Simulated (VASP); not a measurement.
A run of VASP 6.6.1:

File INCAR:

```
PREC = Accurate
ENCUT = 600
EDIFF = 1E-7
ISMEAR = 0
SIGMA = 0.02
LREAL = F
LASPH = T
NELM = 80
ALGO = Normal
ISIF = 3
LWAVE = F
LCHARG = F
GGA = PS
IBRION = 2
NSW = 90
EDIFFG = -0.005
```

Contents of KPOINTS:

```
regular mesh
0
Gamma
  8 8 8
```

POSCAR

```
ZrO2
1.0
    0.0000000000      2.5450727100      2.5450727100
    2.5450727100      0.0000000000      2.5450727100
    2.5450727100      2.5450727100      0.0000000000
Zr O
1 2
Direct
    0.0000000000      0.0000000000      0.0000000000
    0.2500000000      0.2500000000      0.2500000000
    0.7500000000      0.7500000000      0.7500000000
```

Potentials or basis: VASP PAW PBE potentials, release 64 (Zr_sv, O).

Run with:

```console
$ cat potpaw_PBE.64/Zr_sv/POTCAR potpaw_PBE.64/O/POTCAR > POTCAR
$ mpirun -np 1 vasp_std > vasp.out
```

Hardware: 1 thread of Intel(R) Xeon(R) 6975P-C (Granite Rapids) (shared host).

Q: How long does it take, and how much memory?

A: Wall time 28 s on 1 thread of Intel(R) Xeon(R) 6975P-C (Granite Rapids) (shared host), peak memory 0.18 GiB. Counts: scf iterations 35, k points 29, ion steps 3.
